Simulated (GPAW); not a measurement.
## Sb in GPAW: convergence with bands over the usual count

Crystal: Sb.

```
CELL_PARAMETERS angstrom
3.35453 0.00000 0.00000
-1.67727 2.90511 0.00000
0.00000 0.00000 5.47016
ATOMIC_POSITIONS crystal
Sb 0.66667 0.33333 0.75000
Sb 0.33333 0.66667 0.25000
```

This isn't the form of Sb at room conditions, which is rhombohedral.

```yaml
Program: GPAW 26.7.0
Task: convergence study
Functional: LDA
Potentials_or_basis: the program's PAW data sets (release 1.2.1) made for this functional
Cutoff: 600 eV
Basis: pw
k_mesh: 7 × 7 × 4
Occupations: fermi-dirac, width 0.05 eV
Spin: no spin polarisation
```

These are the settings of the first run; the series varies bands over the usual count, with any setting tied to it.

Hardware: 1 thread of Arm Neoverse V2 (shared host).

```csv
bands over the usual count,"energy less the tightest run, at zero smearing (meV/atom)",SCF cycles,CPU time (s),peak memory (GiB)
0.72,0.00,8,9.3,0.15
0.8,0.00,9,11,0.15
0.9,0.00,8,12,0.16
1,0.00,9,14,0.16
1.3,0.00,9,19,0.17
1.7,0.00,16,44,0.17
2.5,0.00,14,57,0.19
```

Against the tightest run, the energy stays within 1 meV/atom from 0.72 on. The tightest run that finished is the yardstick and may itself not be fully converged.

Spin-orbit coupling is left out, which matters for the levels of Sb.
